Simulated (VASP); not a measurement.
# HgSe: single point with PBE

The system is HgSe.

```
Hg Se
1.0
     0.00000    3.03900    3.03900
     3.03900    0.00000    3.03900
     3.03900    3.03900    0.00000
Hg Se
1 1
Direct
  0.00000 0.00000 0.00000
  0.75000 0.75000 0.75000
```

```yaml
Program: VASP 6.6.1
Task: single point
Functional: PBE
Potentials_or_basis: VASP PAW PBE potentials, release 64 (Hg_sv_GW, Se_GW)
Cutoff: 450 eV
k_mesh: 3 × 3 × 3
Occupations: gaussian, width 0.02 eV
Spin: no spin polarisation
Further_INCAR_settings: ALGO = Normal; EDIFF = 1e-07
```

* Pressure: 4.8 GPa
* Band gap on the k mesh: none (metal or under the smearing width)

Levels at points of the mesh, in eV from the Fermi level:
```csv
k point,band 9,band 10,band 11,band 12,band 13,band 14,band 15,band 16,band 17
"(0.00, 0.00, 0.00)",-6.52,-6.52,-0.99,-0.01,-0.01,-0.01,5.44,5.44,5.44
```

Wall time 12 s on 1 thread of AMD EPYC 7R43 64-Core Processor (Zen 3) (shared host), peak memory 0.14 GiB.

Caveat: the k mesh is coarse (spacing up to 0.60 Å⁻¹), so the values aren't converged. The run has no spin-orbit coupling, so splittings on Hg are missing.
